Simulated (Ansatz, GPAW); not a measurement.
# PbSe: 3 runs at one level of theory

```
Pb Se
1.0
     0.00000    3.06065    3.06065
     3.06065    0.00000    3.06065
     3.06065    3.06065    0.00000
Pb Se
1 1
Cartesian
  0.0000 0.0000 0.0000
  3.0606 3.0606 3.0606
```

Alike in all runs: task band structure; functional BLYP; k mesh 8 × 8 × 8; occupations fermi-dirac, width 0.05 eV; no spin polarisation; no spin-orbit coupling. Pressure is positive in compression and, in plane waves, holds the error of the finite cutoff, which Ansatz's Pulay term estimates and takes out. Gaps are the smaller of the mesh's and the band path's.

```
                           program and potentials  plane-wave cutoff (eV)                                                                                                                            notes  band gap (eV)  pressure (GPa)
                               Ansatz, Ansatz PAW                     420  potentials made for PBE, which Ansatz adapts in part; 15 valence electrons an atom on average; Pulay term of +0.02 GPa included           0.41            5.87
   Ansatz, all-electron LAPW, scalar-relativistic                       -                                                                                                                                -           0.41            5.88
GPAW, PAW data sets generated for this functional                     600                                                                                          10 valence electrons an atom on average           0.37            5.71
```

The band gap spans 0.37 (GPAW, PAW data sets generated for this functional) to 0.41 eV (Ansatz, Ansatz PAW), with all-electron results at 0.41. The pressure spans 5.71 (GPAW, PAW data sets generated for this functional) to 5.88 GPa (Ansatz, all-electron LAPW, scalar-relativistic), with all-electron results at 5.88. Some sets were made for another functional than the one run, which can shift their rows. Spin-orbit coupling, left out here, moves the band edges of heavy atoms.

Differences between rows come from potentials, basis sets and numerical settings, since the functional is the same but for its coding. Runs on potential files found faulty are left out.
